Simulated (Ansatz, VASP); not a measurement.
**Two plane-wave programs on AlN**

File INCAR:

```
PREC = Accurate ; ENCUT = 520
EDIFF = 1E-7 ; ISMEAR = 0
SIGMA = 0.05 ; LREAL = False
LASPH = True ; NELM = 100
ALGO = Normal ; ISIF = 2
LWAVE = False ; LCHARG = False
GGA = CA ; NBANDS = 16
```

KPOINTS

```
Automatic mesh
0
Gamma
  8 8 6
```

Contents of POSCAR:

```
AlN
1.0
    0.0000000000     -2.0055201245     -2.0055201245
    0.0000000000      2.0055201245     -2.0055201245
    4.0110402489      0.0000000000      0.0000000000
Al N
2 2
Direct
    0.5055845862      0.4944154138      0.0000000000
   -0.0055845862      0.0055845862      0.5000000000
    0.4977127899      0.5022872101      0.5000000000
    0.0022872101      0.9977127899      0.0000000000
```

Input for Ansatz:

```yaml
crystal:
  lattice:
    - [0.0, -2.0055201245, -2.0055201245]
    - [0.0, 2.0055201245, -2.0055201245]
    - [4.0110402489, 0.0, 0.0]
  atoms:
    - { symbol: Al, position: [0.5055845862, 0.4944154138, 0.0] }
    - { symbol: Al, position: [-0.0055845862, 0.0055845862, 0.5] }
    - { symbol: "N", position: [0.4977127899, 0.5022872101, 0.5] }
    - { symbol: "N", position: [0.0022872101, 0.9977127899, 0.0] }
basis:
  ecutwfc: 520.0
kpoints:
  mp_grid: { grid: [8, 8, 6] }
hamiltonian:
  xc: lda
scf:
  occupations: { method: gaussian, width: 0.05 }
output:
  forces: true
  stress: true
  eigenvalues: true
```

Change from the starting cell: mode 4 frozen in at -0.022 Å, equal normal strain along x, y and z +0.0000.

Alike in both runs: task single point; functional LDA; k mesh 8 × 8 × 6; occupations gaussian, width 0.05 eV; no spin polarisation.

|  | VASP | Ansatz |
| --- | --- | --- |
| version | VASP 6.6.1 | Ansatz 0.2.0 |
| potentials or method | VASP PAW LDA potentials, release 64 (Al, N) | scalar-relativistic, plane waves, PAW |
| plane-wave cutoff (eV) | 520 | 520 |
| valence electrons in the cell | 16 | 16 |

VASP gave:

| Quantity | Value |
| --- | --- |
| gap on the k mesh at the Fermi level (eV) | 4.69 |
| least direct gap on the mesh (eV) | 4.69 |
| pressure (GPa) | 0.7 |
| largest component of the traceless stress (GPa) | 0.08 |
| rms of the force components (eV/Å) | 0.105 |

Problem. What did Ansatz give for the same quantities?

Solution. gap on the k mesh at the Fermi level (eV): 4.70; least direct gap on the mesh (eV): 4.71; pressure (GPa): 0.0; largest component of the traceless stress (GPa): 0.08; rms of the force components (eV/Å): 0.104.

Atom by atom the forces differ by 0.002 eV/Å (rms over components).

A k mesh can miss the band edges.
